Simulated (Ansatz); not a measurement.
**What a change of settings does to a run on BaTe**

The structure comes from a relaxation in the same program, started in the wurtzite type, and has space group P6_3/mmc. Whether it is a known phase or the ground state wasn't checked. The relaxation left the symmetry of that type.

First run: DFT, PBE, all-electron PAW with datasets made for the crystal, scalar-relativistic (Ansatz 0.2.0).

Command: `ansatz run input.yaml --threads 1 --pin off --max-ram 3072MiB --backend cpu --events-out ev --progress --plain --runs-dir out` The run took 2.2 min on 1 thread of Arm Neoverse V1, with other jobs on the host, peak memory 1.1 GiB.

```yaml
crystal:
  lattice:
    - [5.9794057674, 0.0, 0.0]
    - [-2.9897028837, 5.178317294, 0.0]
    - [0.0, 0.0, 7.0000356465]
  atoms:
    - { symbol: Ba, position: [0.3333333333, 0.6666666667, -0.0619137239] }
    - { symbol: Ba, position: [0.6666666667, 0.3333333333, 0.4380862761] }
    - { symbol: Te, position: [0.3333333333, 0.6666666667, 0.4379137239] }
    - { symbol: Te, position: [0.6666666667, 0.3333333333, 0.9379137239] }
kpoints:
  mp_grid: { grid: [8, 8, 5] }
  band_path:
    path:
      - [0.0, 0.0, 0.0]
      - [0.5, 0.0, 0.0]
      - [0.3333333333, 0.3333333333, 0.0]
      - [0.0, 0.0, 0.0]
      - [0.0, 0.0, 0.5]
      - [0.5, 0.0, 0.5]
      - [0.3333333333, 0.3333333333, 0.5]
      - [0.0, 0.0, 0.5]
      - [0.5, 0.0, 0.5]
    npoints: 8
scf:
  occupations: { method: fermi_dirac, width: 0.08 }
hamiltonian:
  xc: pbe
  pseudopotentials: { kind: all_electron, datasets: crystal }
output:
  forces: true
  stress: true
  eigenvalues: true
  efg: { contact_densities: true }
```

Result: converged; pressure -0.03 GPa; gap on the k mesh 2.00 eV (the mesh can miss the band edges); 9 SCF iterations.

Spin–orbit coupling is left out, though it moves levels of the heavy atoms by tenths of an eV or more.

The input is then changed:

```diff
@@ -9,4 +9,5 @@
     - { symbol: Te, position: [0.3333333333, 0.6666666667, 0.4379137239] }
     - { symbol: Te, position: [0.6666666667, 0.3333333333, 0.9379137239] }
+  symmetry: { detect: false }
 kpoints:
   mp_grid: { grid: [8, 8, 5] }
@@ -26,5 +27,5 @@
   occupations: { method: fermi_dirac, width: 0.08 }
 hamiltonian:
-  xc: pbe
+  xc: pbesol
   pseudopotentials: { kind: all_electron, datasets: crystal }
 output:
```

Question: Predict the outcome of the changed run.

Answer: It converged; pressure -1.10 GPa; gap on the k mesh 1.93 eV (the mesh can miss the band edges); 11 SCF iterations.
